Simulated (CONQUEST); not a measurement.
CdTe under changes of volume

One of the cells (32.922 Å³/atom); the others are scaled copies at fixed shape and fractional positions:

```xyz
4
Lattice="4.5326 0.0000 0.0000 0.0000 4.5326 0.0000 0.0000 0.0000 6.4100" Properties=species:S:1:pos:R:3 pbc="T T T"
Te    0.0000    2.2663    1.6025
Te    2.2663    0.0000    4.8075
Cd    0.0000    0.0000    0.0000
Cd    2.2663    2.2663    3.2050
```

- Program: CONQUEST 1.3
- Functional: PBEsol
- Potentials or basis: PseudoDojo NC PBEsol, DZP, grid of 48 × 48 × 60 points
- k mesh: 6 × 6 × 4
- Occupations: fermi-dirac, width 0.05 eV
- Spin: no spin polarisation

```tsv
volume (Å³/atom)	energy over the lowest point (meV/atom)	pressure (GPa)	gap on the mesh (eV)
30.947	61.53	6.0	1.21
31.605	39.82	4.6	1.13
32.263	23.33	3.4	1.06
32.922	11.58	2.3	0.99
33.580	4.09	1.4	0.92
34.239	?	?	?
34.897	0.00	-0.4	0.79
```

Problem. What does the run at 34.239 Å³/atom give?

Solution. Energy over the lowest point 0.29 meV/atom; pressure 0.5 GPa; gap on the mesh 0.85 eV.

Worked out: A Birch-Murnaghan fit of order 3 (a polynomial in V^(-2/3)) to the other rows has its minimum at 34.64 Å³/atom with B0 = V·E''(V) = 41 GPa and B' = 4.8. It gives 0.34 meV/atom at 34.239 Å³/atom, against the run's 0.29, and -dE/dV = 0.5 GPa, against 0.5. A straight line through the other rows of the gap, of slope -3.48 eV per unit of ln V, gives 0.85 eV, against the run's 0.85.

Energies are extrapolated to zero smearing.

Caveats: spin-orbit coupling is left out, which moves the levels of the heavy elements; the basis of atomic orbitals isn't converged, which shifts pressures, moduli and gaps; the real-space grid breaks the cell's symmetry a little (some runs).

A mesh can miss the band edges.
